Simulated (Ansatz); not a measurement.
# Ga3BAs4: the cost of one run

Program: Ansatz 0.2.0. Level of theory: DFT PBE, scalar-relativistic, plane waves, PAW. These are calculated values, not measurements.

## 1. The starting structure

It takes space group P-4m2 (No. 115, tetragonal). The conventional cell has a = 3.830 Å, b = 3.830 Å, c = 10.832 Å, α = 90.00°, β = 90.00°, γ = 90.00°. Ga (site symmetry 2mm) has 4 As at 2.35 Å as nearest neighbours. Ga (site symmetry -4m2) is surrounded by 4 As at 2.35 Å. B (site symmetry -4m2) has 4 As at 2.35 Å as nearest neighbours. Around As (site symmetry 2mm) lie 2 Ga at 2.35 Å and 2 B at 2.35 Å. As (site symmetry 2mm) has 4 Ga at 2.35 Å as nearest neighbours.

Coordinates:

```
Ga B As
1.0
     3.82952    0.00000    0.00000
     0.00000    3.82952    0.00000
     0.00000    0.00000   10.83152
Ga B As
3 1 4
Cartesian
  0.0000 0.0000 8.1236
  0.0000 0.0000 2.7079
  1.9148 1.9148 5.4158
  1.9148 1.9148 0.0000
  1.9148 0.0000 1.3539
  0.0000 1.9148 4.0618
  1.9148 0.0000 6.7697
  0.0000 1.9148 9.4776
```

The start is an ordering of an alloy on its end members' structure types: elements ordered on the sites of the GaAs type, B/Ga on Ga (P-4m2, No. 115).

## 2. A first look at the guess

input.yaml reads:

```yaml
crystal:
  lattice:
    - [3.82951915, 0.0, 0.0]
    - [0.0, 3.82951915, 0.0]
    - [0.0, 0.0, 10.83151584]
  atoms:
    - { symbol: Ga, position: [0.0, 0.0, 0.75] }
    - { symbol: Ga, position: [0.0, 0.0, 0.25] }
    - { symbol: Ga, position: [0.5, 0.5, 0.5] }
    - { symbol: B, position: [0.5, 0.5, 0.0] }
    - { symbol: As, position: [0.5, 0.0, 0.125] }
    - { symbol: As, position: [0.0, 0.5, 0.375] }
    - { symbol: As, position: [0.5, 0.0, 0.625] }
    - { symbol: As, position: [0.0, 0.5, 0.875] }
basis:
  ecutwfc: 420
kpoints:
  mp_grid: { grid: [4, 4, 2] }
hamiltonian:
  xc: pbe
scf:
  occupations: { method: gaussian, width: 0.1 }
  lower_state_search: "off"
output:
  forces: true
  stress: true
  eigenvalues: true
```

Run with:

```bash
ansatz run input.yaml --threads 1 --pin off --max-ram 2560MiB --backend cpu --events-out ev --progress --plain --runs-dir out
```

What time and memory should one allow on 1 thread of Intel Xeon 6975P-C (Granite Rapids), shared host?

About 4.9 s, with a peak of 0.42 GiB.
